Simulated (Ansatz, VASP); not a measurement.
**Os: VASP beside Ansatz**

```
Os
1.0
     2.73410    0.00000    0.00000
    -1.36705    2.36780    0.00000
     0.00000    0.00000    4.36290
Os
2
Direct
  0.66667 0.33333 0.75000
  0.33333 0.66667 0.25000
```

Alike in both runs: functional PBE; k mesh 9 × 9 × 5; occupations fermi-dirac, width 0.05 eV; no spin polarisation.

|  | VASP | Ansatz |
| --- | --- | --- |
| version | VASP 6.6.1 | Ansatz 0.2.0 |
| potentials or method | VASP PAW PBE potentials, release 64 (Os) | Ansatz PAW |
| plane-wave cutoff (eV) | 520 | 420 |
| valence electrons in the cell | 16 | 32 |
| task | single point | band structure |

```csv
,VASP,Ansatz,Ansatz less VASP
gap on the k mesh at the Fermi level (eV),none,none,-
pressure (GPa),3.9,4.0,+0.08
largest component of the traceless stress (GPa),3.90,3.89,-0.007
```

A gap of «none» marks a metal or a gap that the smearing closes. The two sets of potentials don't hold the same shells in valence.

Caveats: spin-orbit coupling is left out, which moves the levels of the heavy elements (Ansatz). Spin-orbit coupling is left out, which matters for the levels of Os.
